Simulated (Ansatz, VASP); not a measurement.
## Two plane-wave programs on Si

File INCAR:

```
  PREC = Accurate
  ENCUT = 520
  EDIFF = 1E-6
  ISMEAR = 0
  SIGMA = 0.05
  LREAL = False
  LASPH = True
  NELM = 100
  ALGO = Normal
  ISIF = 2
  LWAVE = False
  LCHARG = True
  LDIPOL = True
  IDIPOL = 3
  DIPOL = 0.5 0.5 0.500
  GGA = PS
  LELF = True
  LVHAR = True
  LVACPOTAV = True
  NBANDS = 31
```

File KPOINTS:

```
regular mesh
0
Gamma
  9 9 1
```

File POSCAR:

```
Si
1.0
    3.8421550751      0.0000000000      0.0000000000
   -1.9210775376      3.3274039003      0.0000000000
    0.0000000000      0.0000000000     28.3327025495
Si
10
Direct
    0.3333333333      0.6666666667      0.2647117756
    0.0000000000      0.0000000000      0.2923927432
    0.0000000000      0.0000000000      0.3754356459
    0.6666666667      0.3333333333      0.4031166135
    0.6666666667      0.3333333333      0.4861595162
    0.3333333333      0.6666666667      0.5138404838
    0.3333333333      0.6666666667      0.5968833865
    0.0000000000      0.0000000000      0.6245643541
    0.0000000000      0.0000000000      0.7076072568
    0.6666666667      0.3333333333      0.7352882244
```

Input for Ansatz:

```yaml
crystal:
  lattice:
    - [3.8421550751, 0.0, 0.0]
    - [-1.9210775376, 3.3274039003, 0.0]
    - [0.0, 0.0, 28.3327025495]
  atoms:
    - { symbol: Si, position: [0.3333333333, 0.6666666667, 0.2647117756] }
    - { symbol: Si, position: [0.0, 0.0, 0.2923927432] }
    - { symbol: Si, position: [0.0, 0.0, 0.3754356459] }
    - { symbol: Si, position: [0.6666666667, 0.3333333333, 0.4031166135] }
    - { symbol: Si, position: [0.6666666667, 0.3333333333, 0.4861595162] }
    - { symbol: Si, position: [0.3333333333, 0.6666666667, 0.5138404838] }
    - { symbol: Si, position: [0.3333333333, 0.6666666667, 0.5968833865] }
    - { symbol: Si, position: [0.0, 0.0, 0.6245643541] }
    - { symbol: Si, position: [0.0, 0.0, 0.7076072568] }
    - { symbol: Si, position: [0.6666666667, 0.3333333333, 0.7352882244] }
basis:
  ecutwfc: 420
kpoints:
  mp_grid: { grid: [9, 9, 1] }
hamiltonian:
  xc: pbesol
scf:
  occupations: { method: gaussian, width: 0.05 }
output:
  forces: true
  stress: true
  eigenvalues: true
efield:
  axis: 3
  dipole_correction: true
```

Alike in both runs: task single point; functional PBEsol; k mesh 9 × 9 × 1; occupations gaussian, width 0.05 eV; no spin polarisation.

```csv
,VASP,Ansatz
version,VASP 6.6.1,Ansatz 0.2.0
potentials or method,"VASP PAW PBE potentials, release 64 (Si)","scalar-relativistic, plane waves, PAW"
plane-wave cutoff (eV),520,420
valence electrons in the cell,40,40
```

```tsv
	VASP	Ansatz	Ansatz less VASP
gap on the k mesh at the Fermi level (eV)	none	none	-
rms of the force components (eV/Å)	0.275	0.277	+0.0019
work function, face that differs most (eV)	4.77	4.77	-0.004
```

Atom by atom the forces differ by 0.002 eV/Å (rms over components). A gap of «none» marks a metal or a gap that the smearing closes. With one functional, cell and mesh, what is left measures potentials, basis and numerics.

Caveats: the PAW data sets were made with another functional, which shifts forces and pressure a little (VASP).
